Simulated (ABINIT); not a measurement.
Runs of ABINIT 10.8.3 (patched build) on I. The structure is orthorhombic, space group Fmmm (No. 69). Conventional cell: a = 4.384 Å, b = 4.731 Å, c = 7.820 Å, α = 90.00°, β = 90.00°, γ = 90.00°. Around I (site symmetry mmm) lie 4 I at 3.23 Å. 

| task | level | potentials or basis | k mesh | cutoff (eV) | fine-grid cutoff | mesh quality | gap on the mesh (eV) | pressure (GPa) |
| --- | --- | --- | --- | --- | --- | --- | --- | --- |
| band structure | AM05 | JTH PAW PBE v2.0 | 9 × 9 × 9 | 408 | 816.342 eV | not flagged | none | -0.7 |
| single point | LDA | JTH PAW LDA v2.0 | 5 × 5 × 5 | 408 | 816.342 eV | coarse | none | -2.3 |
| band structure | LDA-PZ | JTH PAW LDA v2.0 | 9 × 9 × 9 | 408 | 816.342 eV | not flagged | none | -2.3 |
| single point | LDA | JTH PAW LDA v2.0 | 4 × 4 × 4 | 408 | 816.342 eV | coarse | - | -4.0 |
| band structure | r2SCAN | JTH PAW PBE v2.0 | 9 × 9 × 9 | 490 | 979.61 eV | not flagged | none | (b) |
| single point | r2SCAN | JTH PAW PBE v2.0 | 7 × 7 × 7 | 490 | 979.61 eV | not flagged | none | (a) |
| band structure | LDA | PseudoDojo NC SR LDA v0.4.1 standard | 9 × 9 × 9 | 952 | - | not flagged | none | -2.3 |
| band structure | r2SCAN | JTH PAW LDA v2.0 | 9 × 9 × 9 | 490 | 979.61 eV | not flagged | none | -0.1 |

Alike in all rows: no spin polarisation; cell as given; smearing fermi-dirac 0.05 eV.

Problem. Estimate the missing entries.

Solution. (a) 0.1; (b) 0.0.

Caveats: some runs use coarse meshes; an odd number of electrons without spin polarisation forces a metal (some runs); a magnetic or distorted state may lie lower (some runs); spin-orbit coupling is left out, which moves the levels of the heavy elements (some runs); the PAW data sets were made with another functional, which shifts forces and pressure a little (some runs).

A k mesh can miss the band edges, and the runs leave out spin-orbit coupling on I.

A gap of «none» marks a metal or a gap under the smearing width.

Runs at the PBE level aren't shown here.
